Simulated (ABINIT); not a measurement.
Runs of ABINIT 10.8.3 (patched build) on BN. It takes space group F-43m (No. 216, cubic). Conventional cell: a = 3.626 Å, b = 3.626 Å, c = 3.626 Å, α = 90.00°, β = 90.00°, γ = 90.00°. Around N (site symmetry -43m) lie 4 B at 1.57 Å. Around B (site symmetry -43m) lie 4 N at 1.57 Å. The cell is a database's computed one.

```tsv
task	level	potentials or basis	k mesh	cutoff (eV)	fine-grid cutoff	gap on the mesh (eV)	pressure (GPa)	V0 of scaled cells (Å³/atom)	B0 (GPa)
band structure	SCAN	JTH PAW PBE v2.0	13 × 13 × 13	816	1414.99 eV	5.01	-4.0	-	-
equation of state	LDA	PseudoDojo NC SR LDA v0.4 stringent	13 × 13 × 13	1143	-	-	-	(c)	400
single point	r2SCAN	JTH PAW PBE v2.0	17 × 17 × 17	816	1414.99 eV	4.99	-2.1	-	-
band structure	SOGGA	JTH PAW PBE v2.0	13 × 13 × 13	680	1278.94 eV	4.22	-	-	-
equation of state	LDA	JTH PAW LDA v2.0	13 × 13 × 13	544	1088.46 eV	-	-	(a)	411
equation of state	BP86	JTH PAW PBE v2.0	13 × 13 × 13	680	1278.94 eV	-	-	5.98	367
band structure	r2SCAN	JTH PAW LDA v2.0	13 × 13 × 13	816	1414.99 eV	5.02	-2.8	-	-
equation of state	PBEsol	JTH PAW PBE v2.0	13 × 13 × 13	544	1088.46 eV	-	-	(b)	391
```

Alike in all rows: no spin polarisation; cell as given; smearing fermi-dirac 0.05 eV.

Task: Estimate the missing entries.

Result: (a) 5.73; (b) 5.86; (c) 5.74.

Caveats: the PAW data sets were made with another functional, which shifts forces and pressure a little (some runs); pressures at fixed basis lie under the slope of the energies (some runs); the atomic spheres overlap (some runs); an odd mesh through Γ misses points on the zone boundary, where band edges often lie (some runs).

Runs at the PBE level aren't shown here.
